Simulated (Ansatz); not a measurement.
Random displacements in SiC

Level of theory: Ansatz, DFT r2SCAN, scalar-relativistic, plane waves, PAW. The runs took a 500 eV cutoff, a Γ-centred 12×12×6 mesh and Gaussian smearing (0.05 eV). No spin polarisation. Energies are free energies at this smearing, counted from the undisturbed cell; pressure is positive in compression.

The starting cell (as given, not relaxed at this level):

```
CELL_PARAMETERS angstrom
3.07600 0.00000 0.00000
-1.53800 2.66389 0.00000
0.00000 0.00000 5.04800
ATOMIC_POSITIONS crystal
Si 0.33333 0.66667 0.00000
Si 0.66667 0.33333 0.50000
C 0.33333 0.66667 0.38500
C 0.66667 0.33333 0.88500
```

The atoms are displaced (Å, in the unstrained cell):

```tsv
atom	ux	uy	uz
Si1	-0.065	0.024	-0.048
Si2	0.096	0.010	0.009
C3	-0.035	0.057	0.214
C4	0.004	-0.092	-0.176
```

Strain (Voigt, engineering shear): (-0.0004, 0.0064, -0.0059, 0.0047, 0.0050, 0.0035).

Question: What are the energy change, the stress and the forces?

Answer: ΔE = 364.8 meV/atom; stress (xx, yy, zz, yz, xz, xy; compression positive) (3.09, 11.50, 15.85, -4.19, -2.22, 7.68) GPa; gap on the mesh 2.31 eV.
```tsv
atom	Fx (eV/Å)	Fy	Fz
Si1	0.80	-1.85	0.72
Si2	-3.09	0.40	-0.44
C3	2.84	-0.59	-5.42
C4	-0.55	2.03	5.14
```

Cost: 1 run of about 0.66 core-minutes, on Intel Xeon Platinum 8259CL (Skylake/Cascade Lake) (shared hosts).